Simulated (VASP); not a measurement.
GaN: single point with PBEsol

GaN:

```
Ga N
1.0
     0.00000    2.23132    2.13524
     2.13524    0.00000    2.13524
     2.13524    2.23132    0.00000
Ga N
1 1
Direct
  0.00000 0.00000 0.00000
  0.50000 0.50000 0.50000
```

Measurements of this composition are mostly on another form, of space group No. 186.

The cell isn't the ideal one: strain +0.0450 x Voigt [0, 1, 0, 0, 0, 0], atoms carried along.

- Program: VASP 6.6.1
- Task: single point
- Functional: PBEsol
- Potentials or basis: VASP PAW PBE potentials, release 64 (Ga_d, N)
- Cutoff: 520 eV
- k mesh: 14 × 14 × 14
- Occupations: gaussian, width 0.03 eV
- Spin: no spin polarisation

```
Pressure               : -14.5 GPa
Band gap on the k mesh : none (metal or under the smearing width)
```

Stress tensor (GPa, compression positive):
```
-13.16   0.00   0.00
  0.00 -17.29   0.00
  0.00   0.00 -13.16
```

Levels at points of the mesh, in eV from the Fermi level:
```csv
k point,band 6,band 7,band 8,band 9,band 10,band 11,band 12,band 13
"(0.00, 0.00, 0.00)",-13.91,-0.64,-0.64,-0.26,1.37,13.55,13.90,14.26
"(0.50, 0.00, 0.00)",-13.78,-7.99,-0.33,-0.14,4.18,8.19,8.39,8.92
"(0.50, 0.50, 0.00)",-10.98,-6.67,-3.25,-2.64,-0.10,7.40,11.24,12.65
"(0.50, 0.00, 0.50)",-11.40,-6.75,-2.72,-2.72,0.31,7.87,10.69,13.73
```

Wall time 45 s on 1 thread of AMD EPYC 9R45 (Zen 5), with other jobs on the host, peak memory 0.16 GiB.

Caveat: the PAW data sets were made with another functional, which shifts forces and pressure a little.
